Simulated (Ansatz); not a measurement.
input.yaml (Ansatz)

```yaml
crystal:
  lattice:
    - [7.9370052598, 0.0, 0.0]
    - [0.0, 7.9370052598, 0.0]
    - [0.0, 0.0, 7.9370052598]
  atoms:
    - { symbol: Ba, position: [0.0, 0.0, 0.0] }
    - { symbol: Ba, position: [0.5, 0.5, 0.5] }
    - { symbol: Ba, position: [0.25, 0.0, 0.5] }
    - { symbol: Ba, position: [0.75, 0.0, 0.5] }
    - { symbol: Ba, position: [0.5, 0.25, 0.0] }
    - { symbol: Ba, position: [0.5, 0.75, 0.0] }
    - { symbol: Ba, position: [0.0, 0.5, 0.25] }
    - { symbol: Ba, position: [0.0, 0.5, 0.75] }
hamiltonian:
  xc: rpbe
  pseudopotentials:
    kind: paw
    azcp:
      Ba: "pseudopotentials/Ba.paw.azcp"
basis:
  ecutwfc: 420
  fft_grid_basis: typed
kpoints:
  mp_grid: { grid: [4, 4, 4], shift: [0, 0, 0] }
magnetization:
  spin_polarized: false
scf:
  occupations: { method: fermi_dirac, width: 0.1 }
relax:
  max_steps: 60
  f_tol: 0.01
  cell: {}
```

Output

```
Engine: ansatz 0.2.0, x86_64-unknown-linux-gnu
Pseudopotentials: kind: paw
Pseudopotential: Ba, paw, valence charge 10, recommended cutoff 420 eV (normal) 
Functional definition: RPBE
  parameter kappa = 0.804
  parameter beta = 0.06672455060314922
  exchange = rpbe_x(kappa = kappa, mu = beta*pi^2/3)
  correlation = pbe_c(beta = beta)
Crystal: 8 atoms, lattice volume = 500.000 Å³
Basis set: ecut = 420 eV, 9771 PW (Γ), exchange–correlation on 108×108×108 points (8 copies of the dense FFT grid, shifted against one another)
Bands: 48, of which v1, the nominal top of the filled ones, is band 40 counted from 1 (39 counted from 0)
Symmetry: 48 space group operations
Space group: Pm-3n (ITA 223), of the structure as read, at distance tolerance 7.9e-5 Å
k-points: 10 of 64
Non-local potential: Ba, projectors of the file, l = 0: 3, l = 1: 2, l = 2: 2, l = 3: 2
PAW form: soft (Blöchl's): semilocal exchange-correlation on the pseudo side does not see the compensation charge
PAW frozen core: Ba, regenerated for the run's functional, and the local potential with it (the file was generated under x = pbe(κ = 0.804, μ = 0.2195149727645171), c = pbe(β = 0.06672455060314922))
PAW one-centre angular grid: Ba, 194 points (default); XC on 64 Gauss nodes
Initial density: superposition of atomic densities (neutral atoms: chi_scale 0, normalization atom), corrected by the library's trained network
Initial wavefunctions: pseudopotential atomic-orbital guess
Functional: x = rpbe, c = pbe(β = 0.06672455060314922)
SCF iter   1: F=—  HF=-47673.251853 eV  |F-HF|=—  |Δ(HF+E_count)|=         —  Δρ=1.31e-3  dr2=1.46e-2  ethr=1.77e-3  ⟨swp⟩=13.7  Hψ=7204  notcnv=0
automatic band count: the SCF goes on with 56 bands, as 48 were too few: the levels above may hold too much charge
SCF iter   2: F=—  HF=-47673.254791 eV  |F-HF|=—  |Δ(HF+E_count)|=   2.94e-3  Δρ=8.83e-4  dr2=6.90e-3  ethr=1.83e-5  ⟨swp⟩=2.7  Hψ=981  notcnv=0
SCF iter   3: F=—  HF=-47673.257896 eV  |F-HF|=—  |Δ(HF+E_count)|=   3.10e-3  Δρ=1.70e-4  dr2=3.19e-4  ethr=8.63e-6  ⟨swp⟩=3.0  Hψ=1117  notcnv=0
SCF iter   4: F=—  HF=-47673.257936 eV  |F-HF|=—  |Δ(HF+E_count)|=   4.05e-5  Δρ=4.20e-5  dr2=1.87e-5  ethr=3.98e-7  ⟨swp⟩=2.6  Hψ=1020  notcnv=0
SCF iter   5: F=—  HF=-47673.258149 eV  |F-HF|=—  |Δ(HF+E_count)|=   2.13e-4  Δρ=8.82e-6  dr2=7.52e-7  ethr=2.34e-8  ⟨swp⟩=2.8  Hψ=1033  notcnv=0
SCF iter   6: F=-47673.258150 eV  HF=-47673.258150 eV  |F-HF|=5.70e-9  |Δ(HF+E_count)|=   2.30e-7  Δρ=2.38e-6  dr2=5.90e-8  ethr=1.25e-10  ⟨swp⟩=5.0  Hψ=2175  notcnv=0
SCF 1 converged in 6 iterations: F = -47673.258150 eV  dr2 = 5.90e-8
...
  atom   3  Ba    -0.00000000    -0.00000000    -0.00000000
  atom   4  Ba    -0.00000000     0.00000000     0.00000000
  atom   5  Ba    -0.00000000    -0.00000000    -0.00000000
  atom   6  Ba     0.00000000     0.00000000     0.00000000
  atom   7  Ba     0.00000000     0.00000000    -0.00000000
  atom   8  Ba    -0.00000000    -0.00000000     0.00000000
  max |Σ_I F_I| component: 9.83e-18 eV/Å
--- Stress (GPa, compression-positive) ---
        0.004442       0.000000      -0.000000
        0.000000       0.004442       0.000000
       -0.000000       0.000000       0.004442
  P = ⅓ Tr σ = 0.0044 GPa (0.044 kbar)
--- Band table (eV; the first three rows and the last of 10) ---
  k-point 0: bands = ["-23.9602", "-23.9560", "-23.9055", "-23.9026", "-23.9026", "-23.8701", "-23.8701", "-23.8701", "-9.3669", "-9.3669", "-9.3307", "-9.2307", "-9.2307", "-9.2307", "-9.1797", "-9.1797", "-9.1797", "-9.0233", "-9.0233", "-9.0233", "-9.0149", "-9.0149", "-9.0149", "-8.9978", "-8.9978", "-8.9978", "-8.9821", "-8.9821", "-8.9821", "-8.8793", "-8.8793", "-8.8793", "2.5075", "4.3202", "4.3202", "4.4986", "5.1189", "5.1189", "5.1189", "5.3177", "5.3177", "5.3177", "5.4048", "5.4048", "5.4048", "5.6511", "5.6511", "5.6511", "5.6743", "5.9009", "5.9009", "5.9237", "6.6634", "6.6634", "6.7148", "6.7148"]
  k-point 1: bands = ["-23.9592", "-23.9562", "-23.9050", "-23.9033", "-23.8984", "-23.8751", "-23.8701", "-23.8701", "-9.3712", "-9.3560", "-9.2873", "-9.2275", "-9.2275", "-9.1960", "-9.1879", "-9.1879", "-9.1530", "-9.0367", "-9.0367", "-9.0303", "-9.0195", "-9.0158", "-9.0083", "-9.0083", "-9.0015", "-8.9861", "-8.9861", "-8.9807", "-8.9807", "-8.9515", "-8.8802", "-8.8802", "2.7087", "3.9472", "4.3977", "4.4798", "4.9489", "4.9489", "5.2665", "5.2779", "5.2779", "5.3951", "5.4462", "5.4828", "5.6764", "5.6764", "5.7208", "5.7208", "5.7715", "5.8074", "5.8695", "6.0582", "6.6192", "6.6192", "6.6508", "6.6698"]
  k-point 2: bands = ["-23.9572", "-23.9572", "-23.9045", "-23.9045", "-23.8869", "-23.8869", "-23.8701", "-23.8701", "-9.3686", "-9.3686", "-9.2248", "-9.2248", "-9.1943", "-9.1943", "-9.1452", "-9.1452", "-9.1112", "-9.1112", "-9.0605", "-9.0605", "-9.0483", "-9.0483", "-9.0105", "-9.0105", "-8.9991", "-8.9991", "-8.9821", "-8.9821", "-8.9771", "-8.9771", "-8.8811", "-8.8811", "3.2500", "3.2500", "4.4863", "4.4863", "4.8529", "4.8529", "5.2447", "5.2447", "5.4017", "5.4017", "5.5707", "5.5707", "5.7705", "5.7705", "5.8291", "5.8291", "5.8570", "5.8570", "5.8622", "5.8622", "6.5796", "6.5796", "6.6422", "6.6422"]
  k-point 9: bands = ["-23.9560", "-23.9560", "-23.8876", "-23.8876", "-23.8876", "-23.8876", "-23.8876", "-23.8876", "-9.2057", "-9.2057", "-9.2057", "-9.2057", "-9.2057", "-9.2057", "-9.0907", "-9.0907", "-9.0804", "-9.0804", "-9.0804", "-9.0804", "-9.0804", "-9.0804", "-9.0146", "-9.0146", "-9.0146", "-9.0146", "-9.0146", "-9.0146", "-9.0140", "-9.0140", "-9.0140", "-9.0140", "4.3547", "4.3547", "4.3547", "4.3547", "4.3547", "4.3547", "4.3695", "4.3695", "5.6192", "5.6192", "5.6192", "5.6192", "5.9491", "5.9491", "5.9491", "5.9491", "5.9491", "5.9491", "6.1774", "6.1774", "6.1774", "6.1774", "6.1774", "6.1774"]
--- Relaxed structure (4 steps of the walk, 4 accepted, 1 SCFs on fresh bases) ---
  F+E_penalty+E_count = -47673.43485017 eV   max|allowed force component| = 1.673e-17 eV/Å   (the final SCF, on the basis selected at the relaxed cell)
  cell:  # Å, volume = 561.7772 Å³
    - [8.251280967010576, -1.0432120532097528e-33, 5.1358131850326295e-34]
    - [2.407412430484045e-34, 8.251280967010578, -1.2839532962581572e-34]
    - [-1.3481509610710651e-33, -1.2839532962581572e-34, 8.251280967010578]
  atoms:
    - { symbol: Ba, position: [7.52600243745971e-35, 2.666644020661628e-35, 6.319061660335611e-36] }
    - { symbol: Ba, position: [0.49999999999999994, 0.49999999999999994, 0.49999999999999994] }
    - { symbol: Ba, position: [0.24999999999999997, -1.3307943856666792e-34, 0.49999999999999994] }
    - { symbol: Ba, position: [0.7499999999999999, -1.977866299685046e-34, 0.49999999999999994] }
    - { symbol: Ba, position: [0.49999999999999994, 0.24999999999999997, 1.4407460585565186e-35] }
    - { symbol: Ba, position: [0.49999999999999994, 0.75, -1.2638123320671276e-36] }
    - { symbol: Ba, position: [1.30804576368947e-35, 0.49999999999999994, 0.24999999999999997] }
    - { symbol: Ba, position: [4.992058711665136e-36, 0.49999999999999994, 0.75] }
```

Command:

```sh
ansatz run input.yaml --threads 4 --pin off --max-ram 8192MiB --backend cpu --events-out ev --progress --plain --runs-dir out
```

On 4 threads of Intel(R) Xeon(R) 6975P-C (Granite Rapids) (shared host) this took about 20 s of wall time and 72 s of CPU time, with 1.3 GiB at the peak.
